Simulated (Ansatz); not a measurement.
# C, before and after

Recipe of this trial structure of C: 4-connected net of one element (P1, No. 1). The dimensions are guesses.

start.cif

```cif
data_structure
_symmetry_space_group_name_H-M 'P1'
_symmetry_Int_Tables_number 1
_cell_length_a 2.6134
_cell_length_b 2.6787
_cell_length_c 3.5556
_cell_angle_alpha 72.839
_cell_angle_beta 75.086
_cell_angle_gamma 85.240
_cell_volume 22.98
loop_
_atom_site_label
_atom_site_type_symbol
_atom_site_symmetry_multiplicity
_atom_site_Wyckoff_symbol
_atom_site_fract_x
_atom_site_fract_y
_atom_site_fract_z
_atom_site_occupancy
C1 C 1 a 0.39181 0.72159 0.59149 1
C2 C 1 a 0.43176 0.63130 0.05220 1
C3 C 1 a 0.18622 0.27808 0.43559 1
C4 C 1 a 0.86151 0.69101 0.25129 1
```

These are results of DFT PBE, scalar-relativistic, plane waves, PAW in Ansatz, not measurements. Cutoff 420 eV, Gaussian smearing, Γ-centred meshes. Cell and atoms relax first on a coarse mesh and then on a converged one. In between, the cell is made exact in the group found at 0.06 Å. The steps can't lower the symmetry of their start. No spin polarisation.

end.cif

```cif
data_structure
_symmetry_space_group_name_H-M 'Imma'
_symmetry_Int_Tables_number 74
_cell_length_a 2.5473
_cell_length_b 4.9400
_cell_length_c 4.2037
_cell_angle_alpha 90.000
_cell_angle_beta 90.000
_cell_angle_gamma 90.000
_cell_volume 52.90
loop_
_atom_site_label
_atom_site_type_symbol
_atom_site_symmetry_multiplicity
_atom_site_Wyckoff_symbol
_atom_site_fract_x
_atom_site_fract_y
_atom_site_fract_z
_atom_site_occupancy
C1 C 8 h 0.00000 0.41287 0.85416 1
```

The symmetry goes from P1 (No. 1) to Imma (No. 74). The volume per atom grows by 15.1 %, from 5.7 to 6.6 Å³. The shortest distance goes from 1.43 Å (C–C) to 1.50 Å (C–C). The energy falls by about 1.4 eV/atom (the start's value is from the coarse mesh). The end is written in a standard setting, so origin, axes and order of atoms can differ from the start's.

```json
{"Volume per atom": "6.61 Å³", "Density": "3.02 g/cm³", "Energy over the standard state": "+0.498 eV/atom", "Gap on the 10×10×10 mesh of the 4-atom cell": "2.72 eV"}
```

Energies count from the standard state of C at the same level. It lies above the standard state, so it could only be metastable.

The last run used Gaussian smearing of 0.02 eV. Kohn–Sham gaps at this level usually fall short of measured ones. The reference form of C is held partly by dispersion forces, which this level lacks. Symmetry constrained the relaxation, so the result can be a saddle point. In all, the 3 runs took 2.5 min on 1 thread of AMD EPYC 7R43 64-Core Processor (Zen 3), with other jobs on the host.
